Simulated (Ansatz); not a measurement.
Be: one input, then a changed one

The structure comes from a relaxation in the same program, started in the diamond type. Whether it is a known phase or the ground state wasn't checked. The listed cell was then made from it by scaling, straining or moving an atom.

First run: DFT, PBE, all-electron PAW with datasets made for the crystal, scalar-relativistic (Ansatz 0.2.0).

Command: `ansatz run input.yaml --threads 1 --pin off --max-ram 2048MiB --backend cpu --events-out ev --progress --plain --runs-dir out` The run took 3.1 s on 1 thread of Arm Neoverse N1 (shared host).

```yaml
crystal:
  lattice:
    - [0.0, 2.4153692854, 2.4153692854]
    - [2.4153692854, 0.0, 2.4153692854]
    - [2.4153692854, 2.4153692854, 0.0]
  atoms:
    - { symbol: Be, position: [0.0, 0.0, 0.0] }
    - { symbol: Be, position: [0.25, 0.25, 0.25] }
kpoints:
  mp_grid: { grid: [13, 13, 13] }
scf:
  occupations: { method: fermi_dirac, width: 0.08 }
hamiltonian:
  xc: pbe
  pseudopotentials: { kind: all_electron, datasets: crystal }
output:
  forces: true
  stress: true
  eigenvalues: true
  efg: { contact_densities: true }
```

Result: converged; pressure 1.91 GPa; no gap on the k mesh; 5 SCF iterations.

The input is then changed:

```diff
@@ -5,12 +5,13 @@
     - [2.4153692854, 2.4153692854, 0.0]
   atoms:
-    - { symbol: Be, position: [0.0, 0.0, 0.0] }
-    - { symbol: Be, position: [0.25, 0.25, 0.25] }
+    - { symbol: Be, position: [0.0, 0.0, 0.0], spin: 3.0 }
+    - { symbol: Be, position: [0.25, 0.25, 0.25], spin: 3.0 }
 kpoints:
   mp_grid: { grid: [13, 13, 13] }
 scf:
   occupations: { method: fermi_dirac, width: 0.08 }
+  n_extra_bands: 32
 hamiltonian:
-  xc: pbe
+  xc: r2scan
   pseudopotentials: { kind: all_electron, datasets: crystal }
 output:
@@ -19,3 +20,5 @@
   eigenvalues: true
   efg: { contact_densities: true }
+magnetization:
+  spin_polarized: true
```

(1) Predict the outcome of the changed run.

Answers

(1) It converged; pressure 2.88 GPa; moment 0.00 μB; 7 SCF iterations.
